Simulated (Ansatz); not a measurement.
Below is a relaxed structure of C. The cell was found from a structure generator's guess, not taken from experiment.

All numbers below come from Ansatz 0.2.0, DFT PBE, scalar-relativistic, plane waves, PAW. Cutoff 420 eV, Γ-centred mesh, Gaussian smearing, no spin polarisation.

```
C
1.0
     1.25791    0.72626    6.24251
    -1.25791    0.72626    6.24251
     0.00000   -1.45251    6.24251
C
6
Direct
  0.23566 0.23566 0.23566
  0.45878 0.45878 0.45878
  0.68064 0.68064 0.68064
  0.31936 0.31936 0.31936
  0.76434 0.76434 0.76434
  0.54122 0.54122 0.54122
```

Energies count from the standard state of C at the same level.

Q: Find its symmetry and describe it.

A: R-3m (No. 166). Conventional cell: a = 2.516 Å, c = 18.728 Å. Around C on its first site lie 4 C at 1.54–1.57 Å; around C on its second site lie 4 C at 1.54 Å; C on its third site is surrounded by 4 C at 1.54–1.57 Å.

Q: How far does it lie from the standard state of C?

A: +0.151 eV/atom. It lies above the standard state, so it could only be metastable.

Q: Is it a metal?

A: No, the gap on the 12×12×12 mesh is 4.49 eV.

Q: From what recipe could a structure generator have reached it?

A: One such recipe: 4-connected net of one element (R-3m, No. 166). Other recipes can lead to the same cell.

The last run used a 12×12×12 mesh for its 6-atom cell and Gaussian smearing of 0.02 eV. Kohn–Sham gaps at this level usually fall short of measured ones. The reference form of C is held partly by dispersion forces, which this level lacks. Symmetry constrained the relaxation, so the result can be a saddle point. Another cell of C relaxed alike, in Fd-3m, lies 14 meV/atom lower, so this cell isn't the stable form at this level.
